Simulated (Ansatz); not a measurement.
# MoP: a sweep of LAPW's basis error target

The task here is to estimate one member of a computed series from the others.

Computed with Ansatz 0.2.0 (DFT, PBE, all-electron LAPW, scalar-relativistic, unless a step's input says otherwise).

2 further runs of the same task are left out: 2 that didn't finish. Runs told in other sessions of the task aren't counted.

## The system as given

The structure is hexagonal, space group P-6m2 (No. 187). Conventional cell: a = 3.223 Å, b = 3.223 Å, c = 3.191 Å, α = 90.00°, β = 90.00°, γ = 120.00°. Around Mo (site symmetry -6m2) lie 6 P at 2.45 Å. P (site symmetry -6m2) is surrounded by 6 Mo at 2.45 Å.

Coordinates:

```
CELL_PARAMETERS angstrom
3.22300 0.00000 0.00000
-1.61150 2.79120 0.00000
0.00000 0.00000 3.19100
ATOMIC_POSITIONS crystal
Mo 0.00000 0.00000 0.00000
P 0.33333 0.66667 0.50000
```

The cell comes from a crystallographic database entry that wasn't checked; take it as a given geometry, which may be far from equilibrium.

Atoms are numbered in the order of the input: Mo1, P2.

Set-up of the first run:

Input file input.yaml:

```yaml
crystal:
  lattice:
    - [3.2230000535, 0.0, 0.0]
    - [-1.6115000268, 2.7911999227, 0.0]
    - [0.0, 0.0, 3.191]
  atoms:
    - { symbol: Mo, position: [0.0, 0.0, 0.0] }
    - { symbol: P, position: [0.3333333333, 0.6666666667, 0.5] }
kpoints:
  mp_grid: { grid: [15, 15, 13] }
scf:
  occupations: { method: fermi_dirac, width: 0.08 }
hamiltonian:
  xc: pbe
  pseudopotentials: { kind: all_electron, lapw: { basis_error: 0.03 } }
output:
  forces: true
  stress: true
  eigenvalues: true
```

Run with:

```console
$ ansatz run input.yaml --threads 1 --pin off --max-ram 2048MiB --backend cpu --events-out ev --progress --plain --runs-dir out
```

Among the steps run: With basis error target 0.03 eV/atom; With basis error target 0.01 eV/atom; With basis error target 0.003 eV/atom; With basis error target 0.0001 eV/atom.

One of the session's tables, all rows but one given; the rest of the session is left out.

It belongs to the step «The sweep in one table». 

| basis error target (eV/atom) | pressure (GPa) |
| --- | --- |
| 0.03 | 2.90 |
| 0.01 | ? |
| 0.003 | 2.78 |
| 0.0001 | 2.77 |

Estimate the missing values for basis error target (eV/atom) = 0.01.

Worked estimate for «pressure (GPa)». A straight line through the neighbours (0.03, 2.90) and (0.003, 2.78) gives 2.90 + (2.78 − 2.90) × (0.01 − 0.03) / (0.003 − 0.03) = 2.81; a parabola fitted to 3 rows on both sides gives 2.81.

The run gave: pressure (GPa): 2.82. In «pressure (GPa)» the line misses by -0.01 and the parabola by -0.01.

Energies are those extrapolated to zero smearing.
